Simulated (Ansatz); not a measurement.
Crystal: AlPt.

```
CELL_PARAMETERS angstrom
3.09155 0.00000 0.00000
0.00000 3.09155 0.00000
0.00000 0.00000 3.09155
ATOMIC_POSITIONS crystal
Pt 0.50000 0.50000 0.50000
Al 0.00000 0.00000 0.00000
```

Measurements of this composition are mostly on another form, of space group No. 198.

Base run:

| Item | Value |
| --- | --- |
| Program | Ansatz 0.2.0 |
| Functional | PBEsol |
| Potentials or basis | all-electron LAPW, scalar-relativistic |
| Cutoff | 229 eV |
| Density cutoff | 917 eV |
| Basis error allowed | 0.001 eV/atom |
| k mesh | 9 × 9 × 9 |
| Occupations | fermi-dirac, width 0.05 eV |
| Spin | no spin polarisation |

Its results: pressure -5.7 GPa.

Task: The run is repeated on the same cell with these changes: functional from PBEsol to LDA. What comes out?

Result: Pressure -9.8 GPa.

LDA binds more tightly than PBEsol, so the same cell stands under less pressure.

Not every run made on this cell is shown here.
